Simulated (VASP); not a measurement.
# V (R-3m) in VASP: further runs, part 2 of 3

VASP 6.6.1. The steps go on from the part before.

### Step 3. Relaxation of cell and atoms, PBEsol

Input file INCAR:

```
PREC = Accurate
ENCUT = 600
EDIFF = 1E-6
ISMEAR = 0
SIGMA = 0.1
LREAL = False
LASPH = True
NELM = 100
ALGO = Fast
ISIF = 3
LWAVE = False
LCHARG = False
GGA = PS
IBRION = 2
NSW = 90
EDIFFG = -0.04
```

Input file KPOINTS:

```
Automatic mesh
0
Gamma
  9 9 9
```

Input file POSCAR:

```
V
1.0
    2.0575563169      1.1879306934      0.8826931754
   -2.0575563169      1.1879306934      0.8826931754
    0.0000000000     -2.3758613869      0.8826931754
V
1
Direct
    0.5000000000      0.5000000000      0.5000000000
```

Potentials or basis: VASP PAW PBE potentials, release 64 (V_sv).

Started as:

```
$ cat potpaw_PBE.64/V_sv/POTCAR > POTCAR
$ mpirun -np 1 vasp_std > vasp.out
```

OUTCAR:

```text
PREC = Accurate
   ENCUT = 600
   EDIFF = 1E-6
   ISMEAR = 0
   LREAL = False
   LASPH = True
   NELM = 100
   ISIF = 3
   GGA = PS
   IBRION = 2
   NSW = 90
   EDIFFG = -0.04

 ion  position               nearest neighbor table
   1  0.500  0.500  0.500-

  LATTYP: Found a trigonal (rhomboedric) cell.
 ALAT       =     2.5345343895
 COS(alpha) =    -0.3180657687

  Lattice vectors:

 A1 = (   2.0575563169,   1.1879306934,   0.8826931754)
 A2 = (  -2.0575563169,   1.1879306934,   0.8826931754)
 A3 = (   0.0000000000,  -2.3758613869,   0.8826931754)

Analysis of symmetry for initial positions (statically):
=====================================================================
 Subroutine PRICEL returns:
 Original cell was already a primitive cell.

 Routine SETGRP: Setting up the symmetry group for a
 trigonal (rhombohedral) supercell.

 Subroutine GETGRP returns: Found 12 space group operations
 (whereof 12 operations were pure point group operations)
 out of a pool of 12 trial point group operations.

The static configuration has the point symmetry D_3d.

Analysis of symmetry for dynamics (positions and initial velocities):
=====================================================================
 Subroutine PRICEL returns:
 Original cell was already a primitive cell.

 Routine SETGRP: Setting up the symmetry group for a
 trigonal (rhombohedral) supercell.

 Subroutine GETGRP returns: Found 12 space group operations
 (whereof 12 operations were pure point group operations)
 out of a pool of 12 trial point group operations.

The dynamic configuration has the point symmetry D_3d.

 Subroutine INISYM returns: Found 12 space group operations
 (whereof 12 operations are pure point group operations),
[... 129 lines left out ...]
  energy-cutoff  :      600.00
  volume of cell :       12.95
 maximum number of plane-waves:       445
   NGX = 11   NGY = 11   NGZ = 11

--------------------------------------- Ionic step        1  -------------------------------------------

 number of electron      12.9999999 magnetization

 Free energy of the ion-electron system (eV)
  ---------------------------------------------------
  ext. energy  EPLUGINS =         0.00000000
  ---------------------------------------------------
  free energy    TOTEN  =        -9.63831585 eV

  energy without entropy =       -9.62883819  energy(sigma->0) =       -9.63357702

------------------------ aborting loop because EDIFF is reached ----------------------------------------

  FORCE on cell =-STRESS in cart. coord.  units (eV):
  Direction    XX          YY          ZZ          XY          YZ          ZX
  --------------------------------------------------------------------------------------
  -------------------------------------------------------------------------------------
  Total        0.0363041      0.0363041     -0.0622210      0.0000000      0.0000000      0.0000000
  in kB        4.4932704      4.4932704     -7.7009441      0.0000000      0.0000000      0.0000000
  external PRESSURE =       0.4285323 kB  Pullay stress =       0.0000000 kB
[... 57 lines left out ...]
--------------------------------------- Ionic step        3  -------------------------------------------

 number of electron      13.0000000 magnetization

 Free energy of the ion-electron system (eV)
  ---------------------------------------------------
  ext. energy  EPLUGINS =         0.00000000
  ---------------------------------------------------
  free energy    TOTEN  =        -9.63861065 eV

  energy without entropy =       -9.62882160  energy(sigma->0) =       -9.63371613

 E-fermi :  10.0946     XC(G=0): -13.2685

 val. band max:       10.0850535061   @ k =   0.3333   0.1111   0.1111
 cond. band min:      10.1045444649   @ k =   0.3333   0.0000  -0.0000
 fundamental gap:      0.0194909588
 Fermi energy:        10.0945687661

 k-point     1 :       0.0000    0.0000    0.0000
  band No.  band energies     occupation
      1     -53.3618      2.00000
      2     -26.7595      2.00000
      3     -26.6595      2.00000
      4     -26.6595      2.00000
      5       3.3739      2.00000
      6      10.3127      0.00204
      7      10.3127      0.00204
      8      10.7826      0.00000
      9      12.6161      0.00000
     10      12.6161      0.00000
[... 287 lines left out ...]
 k-point    24 :       0.4444    0.4444    0.0000
  band No.  band energies     occupation
      1     -53.1042      2.00000
      2     -27.6991      2.00000
      3     -27.1029      2.00000
      4     -26.7388      2.00000
      5       7.0250      2.00000
      6       8.8829      2.00000
      7      11.1023      0.00000
      8      12.5274      0.00000
      9      13.2405      0.00000
     10      15.3691      0.00000

 [... further k-points ...]

------------------------ aborting loop because EDIFF is reached ----------------------------------------

  FORCE on cell =-STRESS in cart. coord.  units (eV):
  Direction    XX          YY          ZZ          XY          YZ          ZX
  --------------------------------------------------------------------------------------
  -------------------------------------------------------------------------------------
  Total       -0.0302749     -0.0302749     -0.0285022      0.0000000      0.0000000      0.0000000
  in kB       -3.7433312     -3.7433312     -3.5241521      0.0000000      0.0000000      0.0000000
  external PRESSURE =      -3.6702715 kB  Pullay stress =       0.0000000 kB
[... 16 lines left out ...]
  FREE ENERGIE OF THE ION-ELECTRON SYSTEM (eV)
  ---------------------------------------------------
  free  energy   TOTEN  =        -9.6386106538 eV

  energy  without entropy=       -9.6288215978  energy(sigma->0) =       -9.63371613

 reached required accuracy - stopping structural energy minimisation
```

OSZICAR:

```text
N       E                     dE             d eps       ncg     rms          rms(c)
DAV:   1     0.123526726018E+03    0.12353E+03   -0.92853E+03  1700   0.161E+03
DAV:   2    -0.914890837736E+01   -0.13268E+03   -0.13070E+03  1732   0.431E+02
DAV:   3    -0.111164256826E+02   -0.19675E+01   -0.19393E+01  1804   0.644E+01
[... 20 lines left out ...]
RMM:   2    -0.963903862047E+01    0.21486E-02   -0.18236E-03  1700   0.591E-01    0.150E-01
RMM:   3    -0.963861676146E+01    0.42186E-03   -0.53941E-04  1700   0.285E-01    0.237E-02
RMM:   4    -0.963861169676E+01    0.50647E-05   -0.39483E-05  1705   0.101E-01    0.903E-03
RMM:   5    -0.963861048121E+01    0.12155E-05   -0.66857E-06  1471   0.448E-02    0.220E-03
RMM:   6    -0.963861065383E+01   -0.17262E-06   -0.16312E-06   939   0.219E-02
   3 F= -.96386107E+01 E0= -.96337161E+01  d E =-.294806E-03
```

CONTCAR:

```text
V
   1.00000000000000
     2.0649174835505604    1.1921806649473177    0.8772808225970606
    -2.0649174835505604    1.1921806649473177    0.8772808225970606
     0.0000000000000000   -2.3843613299943800    0.8772808225962354
  V
     1
Direct
     0.5000000000000000    0.5000000000000000    0.5000000000000000

  0.00000000E+00  0.00000000E+00  0.00000000E+00
```

It took 17 s on 1 thread of Intel Xeon Platinum 8488C (Sapphire Rapids), shared host; peak memory 0.13 GiB.

Results:

- Free energy: -9.6386 eV
- Relaxed volume: 12.96 Å³/atom
- Relaxed cell: a = 2.541 Å, b = 2.541 Å, c = 2.541 Å, α = 108.73°, β = 108.73°, γ = 108.73°
- Space group after relaxing (to 0.05 Å): R-3m (No. 166)
- Energy gained by relaxing: 0.3 meV/atom
- Ionic steps: 3
- Pressure after relaxing: -0.4 GPa
- Band gap on the k mesh: none (metal or under the smearing width)

The path:
| step | energy change (eV) | largest force (eV/Å) | pressure (GPa) | volume (Å³) |
| --- | --- | --- | --- | --- |
| 1 | 0.0000 | 0.0000 | 0.04 | 12.95 |
| 2 | -0.0002 | 0.0000 | -0.25 | 12.95 |
| 3 | -0.0003 | 0.0000 | -0.37 | 12.96 |

Final structure:
```
V
1.0
     2.06492    1.19218    0.87728
    -2.06492    1.19218    0.87728
     0.00000   -2.38436    0.87728
V
1
Direct
  0.50000 0.50000 0.50000
```

Caveat: the PAW data sets were made with another functional, which shifts forces and pressure a little.

### Step 4. Single point, PBEsol

This run uses another cell than the first one: it holds 3 atoms, not 1.

Input file INCAR:

```
SYSTEM = V
  ALGO = Fast
  EDIFF = 1E-7
  ENCUT = 520
  GGA = PS
  ISIF = 2
  ISMEAR = 0
  LASPH = .TRUE.
  LCHARG = .TRUE.
  LELF = .TRUE.
  LREAL = .FALSE.
  LVHAR = .TRUE.
  LWAVE = .FALSE.
  NBANDS = 26
  NELM = 100
  PREC = Accurate
  SIGMA = 0.1
```

Input file KPOINTS:

```
k-points
0
G
  6 6 4
  0 0 0
```

Input file POSCAR:

```
V
1.0
    4.1151126338      0.0000000000      0.0000000000
   -2.0575563169      3.5637920803      0.0000000000
    0.0000000000      0.0000000000      2.6480795262
V
3
Direct
    0.3333277810      0.0000000000      0.3333333333
    0.0000000000      0.3333277810      0.6666666667
    0.6666722190      0.6666722190      0.0000000000
```

Started as:

```
$ cat potpaw_PBE.64/V_sv/POTCAR > POTCAR
$ mpirun -np 1 vasp_std > vasp.out
```

It took 19 s on 1 thread of Intel Xeon Platinum 8488C (Sapphire Rapids), shared host; peak memory 0.15 GiB.

Results (log left out):

| Item | Value |
| --- | --- |
| Free energy | -28.9897 eV |
| Pressure | 0.2 GPa |
| Band gap on the k mesh | none (metal or under the smearing width) |

Stress tensor (GPa, compression positive):
```
0.23 0.00 0.00
0.00 0.23 0.00
0.00 0.00 0.09
```

Levels at points of the mesh, in eV from the Fermi level:
```csv
k point,band 18,band 19,band 20,band 21,band 22,band 23
"(0.00, 0.00, 0.00)",-0.87,-0.87,0.24,0.24,0.84,2.61
"(0.50, 0.00, 0.00)",-0.45,-0.23,-0.23,1.75,1.75,2.15
"(0.00, 0.00, 0.50)",-1.16,-1.16,-1.16,2.93,2.93,2.93
"(0.50, 0.00, 0.50)",-1.23,-0.09,-0.09,1.56,2.28,2.28
```

Caveat: the k mesh is coarse (spacing up to 0.59 Å⁻¹), so the values aren't converged; the PAW data sets were made with another functional, which shifts forces and pressure a little.

### Step 5. Relaxation of cell and atoms, PBEsol

This run uses another cell than the first one: it holds 3 atoms, not 1.

Input file INCAR:

```
SYSTEM = V
PREC     = Accurate       ! precision mode
ENCUT    = 600            ! plane-wave cutoff, eV
EDIFF    = 1E-7           ! SCF threshold, eV
ISMEAR   = 0              ! smearing method
SIGMA    = 0.1            ! smearing width, eV
LREAL    = .FALSE.        ! projectors in reciprocal space
LASPH    = .TRUE.         ! aspherical terms in the spheres
NELM     = 100            ! most SCF steps
ALGO     = Fast           ! electronic algorithm
ISIF     = 3              ! what is computed and relaxed
LWAVE    = .FALSE.        ! write WAVECAR
LCHARG   = .FALSE.        ! write CHGCAR
GGA      = PS             ! functional
IBRION   = 2              ! ionic algorithm
NSW      = 90             ! ionic steps
EDIFFG   = -0.04          ! ionic threshold
```

Input file KPOINTS:

```
regular mesh
0
G
  6 6 4
  0 0 0
```

Input file POSCAR:

```
V
1.0
    3.5089318195      0.0000000000      0.0000000000
   -1.7544659098      3.0388240959      0.0000000000
    0.0000000000      0.0000000000      3.9810006102
V
3
Direct
    0.2254000000      0.0000000000      0.3333333333
    0.0000000000      0.2254000000      0.6666666667
    0.7746000000      0.7746000000      0.0000000000
```

Potentials or basis: VASP PAW PBE potentials, release 64 (V_sv).

Started as:

```
$ cat potpaw_PBE.64/V_sv/POTCAR > POTCAR
$ mpirun -np 1 vasp_std > vasp.out
```

OUTCAR:

```text
SYSTEM = V
   PREC = Accurate
   ENCUT = 600
   EDIFF = 1E-7
   ISMEAR = 0
   LREAL = .FALSE.
   LASPH = .TRUE.
   NELM = 100
   ISIF = 3
   GGA = PS
   IBRION = 2
   NSW = 90
   EDIFFG = -0.04

 ion  position               nearest neighbor table
   1  0.225  0.000  0.333-   3 1.91   2 1.91   3 2.76   3 2.76   2 2.76   2 2.76
   2  0.000  0.225  0.667-   3 1.91   1 1.91   3 2.76   3 2.76   1 2.76   1 2.76
   3  0.775  0.775  0.000-   1 1.91   2 1.91   2 2.76   1 2.76   1 2.76   2 2.76

  LATTYP: Found a hexagonal cell.
 ALAT       =     3.5089318195
 C/A-ratio  =     1.1345334749

  Lattice vectors:

 A1 = (   3.5089318195,   0.0000000000,   0.0000000000)
 A2 = (  -1.7544659098,   3.0388240959,   0.0000000000)
 A3 = (   0.0000000000,   0.0000000000,   3.9810006102)

Analysis of symmetry for initial positions (statically):
[... 919 lines left out ...]
[... ionic steps 4 to 19 ...]

--------------------------------------- Ionic step       20  -------------------------------------------

 number of electron      38.9999991 magnetization

------------------------ aborting loop because EDIFF is reached ----------------------------------------
[... 69 lines left out ...]
--------------------------------------- Ionic step       22  -------------------------------------------

 number of electron      39.0000002 magnetization

 Free energy of the ion-electron system (eV)
  ---------------------------------------------------
  ext. energy  EPLUGINS =         0.00000000
  ---------------------------------------------------
  free energy    TOTEN  =       -28.98405071 eV

  energy without entropy =      -28.96402321  energy(sigma->0) =      -28.97403696

 E-fermi :  10.0455     XC(G=0): -13.2888

 val. band max:       10.0002523969   @ k =   0.3333   0.1667   0.0000
 cond. band min:      10.0613639328   @ k =   0.3333  -0.0000   0.0000
 fundamental gap:      0.0611115359
 Fermi energy:        10.0454557584

 k-point     1 :       0.0000    0.0000    0.0000
  band No.  band energies     occupation
      1     -53.3468      2.00000
      2     -53.0497      2.00000
      3     -53.0497      2.00000
      4     -27.3941      2.00000
      5     -27.3908      2.00000
      6     -27.3908      2.00000
[... 643 lines left out ...]
  FREE ENERGIE OF THE ION-ELECTRON SYSTEM (eV)
  ---------------------------------------------------
  free  energy   TOTEN  =       -28.9840507077 eV

  energy  without entropy=      -28.9640232124  energy(sigma->0) =      -28.97403696

 reached required accuracy - stopping structural energy minimisation
```

OSZICAR:

```text
N       E                     dE             d eps       ncg     rms          rms(c)
DAV:   1     0.643145176454E+03    0.64315E+03   -0.25677E+04  1104   0.217E+03
DAV:   2     0.502824813097E+01   -0.63812E+03   -0.63463E+03  1104   0.699E+02
DAV:   3    -0.247796424697E+02   -0.29808E+02   -0.29515E+02  1522   0.170E+02
[... 384 lines left out ...]
RMM:   3    -0.289840324498E+02   -0.24571E-04   -0.95294E-04  1128   0.332E-01    0.213E-02
RMM:   4    -0.289840462566E+02   -0.13807E-04   -0.17231E-04  1399   0.147E-01    0.107E-02
RMM:   5    -0.289840498908E+02   -0.36342E-05   -0.35615E-05  1422   0.606E-02    0.664E-03
RMM:   6    -0.289840505623E+02   -0.67142E-06   -0.48331E-06  1214   0.257E-02    0.346E-03
RMM:   7    -0.289840506631E+02   -0.10087E-06   -0.17488E-06  1125   0.144E-02    0.806E-04
RMM:   8    -0.289840507077E+02   -0.44567E-07   -0.49734E-07   895   0.747E-03
  22 F= -.28984051E+02 E0= -.28974037E+02  d E =-.223853E-02
```

Run time: 8.1 min. Hardware: 1 thread of Intel Xeon Platinum 8488C (Sapphire Rapids), shared host; peak memory 0.18 GiB.

Results:

- Free energy: -28.9841 eV
- Relaxed volume: 12.92 Å³/atom
- Relaxed cell: a = 4.107 Å, b = 4.107 Å, c = 2.653 Å, α = 90.00°, β = 90.00°, γ = 120.00°
- Space group after relaxing (to 0.05 Å): R-3m (No. 166)
- Energy gained by relaxing: 1670.3 meV/atom
- Ionic steps: 22
- Pressure after relaxing: 0.3 GPa
- Largest force after relaxing: 0.014 eV/Å
- Band gap on the k mesh: none (metal or under the smearing width)

Forces in eV/Å, atoms in the order of the input:
```
V    0.014  0.000  0.000
V   -0.007  0.012  0.000
V   -0.007 -0.012  0.000
```

The path:
| step | energy change (eV) | largest force (eV/Å) | pressure (GPa) | volume (Å³) |
| --- | --- | --- | --- | --- |
| 1 | 0.0000 | 4.9144 | 19.81 | 42.45 |
| 2 | -1.0467 | 0.8868 | -21.33 | 54.10 |
| 3 | -1.2359 | 1.5041 | -12.49 | 49.42 |
| 4 | -2.0805 | 1.4944 | -3.22 | 43.53 |
| 5 | -2.2874 | 0.4807 | 11.98 | 39.20 |
| 6 | -2.3010 | 0.7928 | 7.80 | 40.12 |
| 7 | -2.6697 | 0.8774 | 4.45 | 40.47 |
| 8 | -2.7015 | 1.4551 | 4.22 | 40.55 |
| 9 | -3.1201 | 1.8709 | -0.43 | 41.35 |
| 10 | -3.6576 | 2.4488 | -5.23 | 42.26 |
| 11 | -4.2367 | 2.0590 | -4.40 | 41.30 |
| 12 | -4.7528 | 1.3294 | -0.41 | 39.60 |
| 13 | -4.7722 | 1.0424 | 3.64 | 38.68 |
| 14 | -4.7821 | 1.0957 | 2.47 | 38.90 |
| 15 | -4.9009 | 0.6735 | -2.28 | 39.54 |
| 16 | -4.9548 | 0.2372 | -7.24 | 40.40 |
| 17 | -5.0077 | 0.0666 | 1.52 | 38.53 |
| 18 | -5.0086 | 0.0944 | 0.44 | 38.73 |
| 19 | -5.0085 | 0.0898 | 0.62 | 38.70 |
| 20 | -5.0102 | 0.0407 | 0.51 | 38.72 |
| 21 | -5.0107 | 0.0054 | 0.33 | 38.74 |
| 22 | -5.0108 | 0.0141 | 0.32 | 38.75 |

Final structure:
```xyz
3
Lattice="4.1068 0.0000 0.0000 -2.0534 3.5566 0.0000 0.0000 0.0000 2.6529" Properties=species:S:1:pos:R:3 pbc="T T T"
V    -0.6860    3.5566    0.8843
V    -0.6837    1.1842    1.7686
V     1.3697    2.3724    2.6529
```

Caveat: the k mesh is coarse (spacing up to 0.39 Å⁻¹), so the values aren't converged; the PAW data sets were made with another functional, which shifts forces and pressure a little.

(Continued in part 3 of 3.)
